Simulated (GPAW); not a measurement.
# InP (F-43m) in GPAW: a series of runs

The runs below take InP through equation of state, Born charges, with LDA, PBEsol+D4.

All numbers are computed with GPAW 26.7.0; they aren't measurements. Logs are shortened: lines on timing, memory, paths and dates and some standing lists are left out, and cuts for length are marked. The log counts tension as positive stress, the text compression.

**Measured values to compare with.**

From a printed reference work, data compilation, for a bulk crystal of InP: bulk modulus 71 GPa; band gap 1.4236 eV (direct) at 1.6 K.

The runs below are set against these values where they give the same quantity.

### 1 The structure

Symmetry: F-43m, No. 216, cubic system. Conventional cell: a = 5.861 Å, b = 5.861 Å, c = 5.861 Å, α = 90.00°, β = 90.00°, γ = 90.00°. In (site symmetry -43m) is surrounded by 4 P at 2.54 Å. P (site symmetry -43m) is surrounded by 4 In at 2.54 Å.

### 2 Equation of state, LDA

run.py

```python
from ase.eos import EquationOfState
from ase.io import Trajectory, read
from ase.units import GPa
from gpaw import GPAW, PW

atoms = read('InP.cif')

traj = Trajectory('eos.traj', 'w')
volumes, energies = [], []
for x in [0.94, 0.96, 0.98, 1.0, 1.02, 1.04, 1.06]:
    a = atoms.copy()
    a.set_cell(atoms.cell * x**(1 / 3), scale_atoms=True)
    calc = GPAW(mode=PW(600),
                xc='LDA',
                kpts={'size': (6, 6, 6), 'gamma': True},
                occupations={'name': 'fermi-dirac', 'width': 0.05},
                nbands=18,
                convergence={'density': 1e-05, 'energy': 1e-05},
                maxiter=150,
                txt=f'eos-{x:.2f}.txt')
    a.calc = calc
    energies.append(a.get_potential_energy(force_consistent=True))
    volumes.append(a.get_volume())
    p = -a.get_stress()[:3].mean() / GPa
    calc.write(f'eos-{x:.2f}.gpw')
    traj.write(a)
    print(f'{x:.2f} {volumes[-1]:10.4f} A^3 {energies[-1]:14.6f} eV {p:9.3f} GPa', flush=True)

v0, e0, B = EquationOfState(volumes, energies, eos='birchmurnaghan').fit()
print(f'V0 = {v0:.4f} A^3, E0 = {e0:.6f} eV, B0 = {B / GPa:.2f} GPa')
```

InP.cif

```cif
data_InP
_cell_length_a 4.14435284
_cell_length_b 4.14435284
_cell_length_c 4.14435284
_cell_angle_alpha 60.00000000
_cell_angle_beta 60.00000000
_cell_angle_gamma 60.00000000
_space_group_name_H-M_alt 'P1'
_space_group_name_Hall 'P 1'
_space_group_IT_number 1
loop_
_space_group_symop_operation_xyz
'x,y,z'
loop_
_atom_site_label
_atom_site_type_symbol
_atom_site_symmetry_multiplicity
_atom_site_Wyckoff_symbol
_atom_site_fract_x
_atom_site_fract_y
_atom_site_fract_z
_atom_site_occupancy
In1 In 1 a 0.0000000000 0.0000000000 0.0000000000 1
P1 P 1 a 0.7500000000 0.7500000000 0.7500000000 1
```

Potentials or basis: the program's PAW data sets (release 1.2.1) made for this functional, pw.

The run is started by

```bash
$ OMP_NUM_THREADS=1 python run.py
```

The log of the run:

```text
__  _  _
 | _ |_)|_||  |
 |__||  | ||/\| - 26.7.0

Input parameters:
  mode=PW(ecut=600.0),
  convergence={'density': 1e-05, 'energy': 1e-05},
  kpts=MonkhorstPack(size=(6, 6, 6), gamma=True),
  maxiter=150,
  nbands=18,
  occupations=Occupations(name='fermi-dirac', width=0.05),
  xc=XC(name='LDA')

Diagonalizing LCAO Hamiltonian
Converting LCAO to pw mode

                         P

       In

Atoms  # Å, Bohr magnetons
|   | symbol |        x |        y |        z |    initial magnetic moments |
|---|--------|----------|----------|----------|-----------------------------|
| 0 |     In | 0.000000 | 0.000000 | 0.000000 | ( 0.0000,  0.0000,  0.0000) |
| 1 |      P | 6.132512 | 3.540607 | 2.503587 | ( 0.0000,  0.0000,  0.0000) |

Unit cell  # Å
| periodic |        x |        y |        z |  lengths |    angles |
|----------|----------|----------|----------|----------|-----------|
|      yes | 4.088341 | 0.000000 | 0.000000 | 4.088341 | 60.000000 |
|      yes | 2.044171 | 3.540607 | 0.000000 | 4.088341 | 60.000000 |
|      yes | 2.044171 | 1.180202 | 3.338117 | 4.088341 | 60.000000 |

Number of symmetries: 24
Symmetry operations  # r_c * U_cc + t_c -> r_c
|    | kind |            matrix            |
|----|------|------------------------------|
|  0 |  E   |  1, 0, 0,  0, 1, 0,  0, 0, 1 |
|  1 |  σ   |  1, 0, 0,  0, 0, 1,  0, 1, 0 |
|  2 |  σ   |  1, 0,-1,  0, 1,-1,  0, 0,-1 |
|  3 |  C3  |  1, 0,-1,  0, 0,-1,  0, 1,-1 |
|  4 |  C3  |  1,-1, 0,  0,-1, 1,  0,-1, 0 |
|  5 |  σ   |  1,-1, 0,  0,-1, 0,  0,-1, 1 |
|  6 |  σ   |  0, 1, 0,  1, 0, 0,  0, 0, 1 |
|  7 |  C3  |  0, 1, 0,  0, 0, 1,  1, 0, 0 |
|  8 |  C2  |  0, 1,-1,  1, 0,-1,  0, 0,-1 |
|  9 |  S4  |  0, 1,-1,  0, 0,-1,  1, 0,-1 |
| 10 |  C3  |  0, 0, 1,  1, 0, 0,  0, 1, 0 |
| 11 |  σ   |  0, 0, 1,  0, 1, 0,  1, 0, 0 |
| 12 |  S4  |  0, 0,-1,  1, 0,-1,  0, 1,-1 |
| 13 |  C3  |  0, 0,-1,  0, 1,-1,  1, 0,-1 |
| 14 |  S4  |  0,-1, 1,  1,-1, 0,  0,-1, 0 |
| 15 |  C2  |  0,-1, 1,  0,-1, 0,  1,-1, 0 |
| 16 |  C3  |  0,-1, 0,  1,-1, 0,  0,-1, 1 |
| 17 |  S4  |  0,-1, 0,  0,-1, 1,  1,-1, 0 |
| 18 |  S4  | -1, 1, 0, -1, 0, 1, -1, 0, 0 |
| 19 |  C3  | -1, 1, 0, -1, 0, 0, -1, 0, 1 |
| 20 |  C3  | -1, 0, 1, -1, 1, 0, -1, 0, 0 |
| 21 |  S4  | -1, 0, 1, -1, 0, 0, -1, 1, 0 |
| 22 |  σ   | -1, 0, 0, -1, 1, 0, -1, 0, 1 |
| 23 |  C2  | -1, 0, 0, -1, 0, 1, -1, 1, 0 |

BZ-sampling:
  Number of BZ points: 216
  Number of IBZ points: 16

  Monkhorst-Pack size: [6, 6, 6]
  Monkhorst-Pack shift: [0.08333333333333333, 0.08333333333333333, 0.08333333333333333]

K-points  # in reciprocal-cell coordinates
|     |                                coordinates |     weight |
|-----|--------------------------------------------|------------|
|   0 | (  0.00000000,   0.00000000,   0.00000000) | 0.00462963 |
|   1 | (  0.16666667,   0.16666667,   0.00000000) | 0.02777778 |
|   2 | (  0.16666667,   0.16666667,   0.16666667) | 0.03703704 |
|   3 | (  0.33333333,   0.16666667,   0.16666667) | 0.05555556 |
|   4 | (  0.33333333,   0.33333333,  -0.33333333) | 0.05555556 |
|   5 | (  0.33333333,   0.33333333,   0.00000000) | 0.02777778 |
|   6 | (  0.33333333,   0.33333333,   0.16666667) | 0.11111111 |
|   7 | (  0.33333333,   0.33333333,   0.33333333) | 0.03703704 |
|   8 | (  0.50000000,   0.33333333,  -0.33333333) | 0.11111111 |
|   9 | (  0.50000000,   0.33333333,  -0.16666667) | 0.05555556 |
| ... |                                            |            |
|  15 | (  0.50000000,   0.50000000,   0.50000000) | 0.01851852 |

Plane wave coefficients: 1639
Cutoff: 600.0 eV

Spin-components: 1 (collinear spins)
Bands:           18
Projectors:      11
Spin-degeneracy: 2
Datatype:        complex128

Parallelization:
  kpt:    1
  domain: 1
  band:   1

Density:
  Valence electrons: 18.0
  Components: 1
  Grid points: [24 24 24]
  Charge: 0.0  # |e|

Potential:
  Grid points: [24 24 24]

species:
  In:
    name:    Indium
    Z:       49.0
    valence: 13
    core:    36
    charge:  0.0  # [|e|]
    compensation charges:
      type: gauss
      rc: 0.36  # [Å]
      lmax: 2
    cutoffs:
      filter: 2.09  # [Å]
      core: 2.48  # [Å]
    projectors
    | kind |    occ | energy [eV] | rcut [Å] |
    |------|--------|-------------|----------|
    |   5s |  2.000 |      -8.474 |    1.185 |
    |   5p |  1.000 |      -2.700 |    1.244 |
    |   4d | 10.000 |     -18.723 |    1.148 |
    |    s |        |      18.738 |    1.185 |
    |    p |        |      24.512 |    1.244 |
    |    d |        |       8.489 |    1.148 |

    Using partial waves for In as LCAO basis

  P:
    name:    Phosphorus
    Z:       15.0
    valence: 5
    core:    10
    charge:  0.0  # [|e|]
    compensation charges:
      type: gauss
      rc: 0.30  # [Å]
      lmax: 2
    cutoffs:
      filter: 1.69  # [Å]
      core: 1.81  # [Å]
    projectors
    | kind |    occ | energy [eV] | rcut [Å] |
    |------|--------|-------------|----------|
    |   3s |  2.000 |     -14.015 |    0.953 |
    |   3p |  3.000 |      -5.596 |    0.953 |
    |    s |        |      13.197 |    0.953 |
    |    p |        |      21.615 |    0.953 |
    |    d |        |       0.000 |    0.953 |

    Using partial waves for P as LCAO basis

Reference energy: -169106.896229  # eV

eigensolver:
  PPCG
  Converge bands: occupied
  niter=2

density mixing:
  MSR1-Mixer
  Pratt-step length: 0.05
  Maximum mixing coefficient: 0.75
  Old densities: 10
  SVD Regularization: 0.005
  Good broyden scale: 1.0
  Trust region scale: 1.0
  Backstep threshold: 4.0
  History deletion threshold: 6.0
  Fourier metric: weight=20.0, sigma=0.015

occupation numbers:
  Fermi-Dirac:
    width: 0.0500  # eV

poisson solver:
  ecut: 4800.0  # eV

xc functional:
  name: None

convergence criteria:
- Maximum integral of absolute [dens]ity change: 1e-05 electrons / valence electron
- Maximum [total energy] change in last 3 cyles: 1e-05 eV / valence electron
- Maximum integral of absolute [eigenst]ate change: 4e-08 eV^2 / valence electron
maximum number of iterations: 150

SCF iterations
|iter     | |      energy | eigst |  dens |
|---------|-|-------------|-------|-------|
|iter:   1| |  -10.287604 | -0.19 |       |
|iter:   2| |  -10.211013 | -2.18 | -1.13 |
|iter:   3| |   -9.903008 | -1.82 | -1.17 |
|iter:   4| |   -9.897287 | -3.33 | -1.77 |
|iter:   5| |   -9.896668 | -4.08 | -2.30 |
|iter:   6| |   -9.896679 | -5.63 | -3.06 |
|iter:   7| |   -9.896680c| -6.73 | -3.59 |
|iter:   8| |   -9.896680c| -8.09c| -4.67 |
|iter:   9| |   -9.896680c| -8.66c| -5.26c|

Converged in 9 steps
Energy contributions relative to reference atoms: (reference = -169106.896229)

Energy contributions:
  Kinetic:          22.480584
  Coulomb:         -20.288169
  Zero:              0.102498
  External:          0.000000
  Xc:              -12.191587
  Entropy:          -0.000012
  Spinorbit:         0.000000
  ----------------------------
  Free energy:      -9.896686
  Extrapolated:     -9.896680

dipole moment: (-23.656722, -13.658215, -9.657816)  # |e|*Ang

Fermi level: 5.502
Eigenvalues  # (at kpt = [0.000, 0.000, 0.000])
| band index |      eig [eV] | occ [0-2] |
|------------|---------------|-----------|
|          0 |        -9.063 |     2.000 |
|          1 |        -9.063 |     2.000 |
|          2 |        -9.063 |     2.000 |
|          3 |        -8.884 |     2.000 |
|          4 |        -8.884 |     2.000 |
|          5 |        -6.729 |     2.000 |
[... 10 lines left out ...]
|         16 |        16.243 |     0.000 |
|         17 |        16.243 |     0.000 |

Gap: 0.696 eV
Transition (v -> c):
  (s=0, k=0, n=8, [0.00, 0.00, 0.00]) -> (s=0, k=0, n=9, [0.00, 0.00, 0.00])
No difference between direct/indirect transitions

Stress tensor  # eV/Ang^3
|         x |         y |         z |
|-----------|-----------|-----------|
| -0.009018 |  0.000000 |  0.000000 |
|  0.000000 | -0.009018 | -0.000000 |
|  0.000000 | -0.000000 | -0.009018 |

# Writing to eos-0.96.gpw (mode='')
```

It took 62 s on 1 thread of Arm Neoverse V1, shared host; peak memory 0.24 GiB.

Results:

| Item | Value |
| --- | --- |
| Equilibrium volume | 24.64 Å³/atom |
| Bulk modulus | 72 GPa |
| Pressure derivative of the bulk modulus | 4.8 |

Energy against volume, from the lowest point:
| volume (Å³/atom) | energy (meV/atom) |
| --- | --- |
| 23.657 | 9.55 |
| 24.160 | 2.20 |
| 24.663 | 0.00 |
| 25.167 | 2.41 |
| 25.670 | 8.93 |
| 26.173 | 19.07 |
| 26.677 | 32.41 |

[end of part 1 of 2]
